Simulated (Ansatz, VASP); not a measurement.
# CoSn: VASP beside Ansatz

```
Co Sn
1.0
     5.24604    0.00000    0.00000
    -2.62302    4.54320    0.00000
     0.00000    0.00000    4.18759
Co Sn
3 3
Direct
  0.00000 0.50000 0.00000
  0.50000 0.50000 0.00000
  0.50000 0.00000 0.00000
  0.66667 0.33333 0.50000
  0.33333 0.66667 0.50000
  0.00000 0.00000 0.00000
```

The cell is a database's computed one.

Alike in both runs: task relaxation of cell and atoms; functional PBE; k mesh 9 × 9 × 8; occupations gaussian, width 0.1 eV; no spin polarisation.

|  | VASP | Ansatz |
| --- | --- | --- |
| version | VASP 6.6.1 | Ansatz 0.2.0 |
| potentials or method | VASP PAW PBE potentials, release 64 (Co, Sn_d) | scalar-relativistic, plane waves, PAW |
| plane-wave cutoff (eV) | 600 | 600 |
| valence electrons in the cell | 69 | 93 |

Ansatz gave:

| Quantity | Value |
| --- | --- |
| gap on the k mesh at the Fermi level, each at its own relaxed structure (eV) | none |
| relaxed volume (Å³/atom) | 17.12 |
| relaxed cell length with the largest relative difference (Å) | 4.230 |
| energy change over the relaxation (meV/atom) | -6 |

Problem. What did VASP give for the same quantities?

Solution. gap on the k mesh at the Fermi level, each at its own relaxed structure (eV): none; relaxed volume (Å³/atom): 17.12; relaxed cell length with the largest relative difference (Å): 4.228; energy change over the relaxation (meV/atom): -6.

A gap of «none» marks a metal or a gap that the smearing closes. The two sets of potentials don't hold the same shells in valence.

Spin polarisation is off, so any magnetic state and its effect on volume and gap are missing.
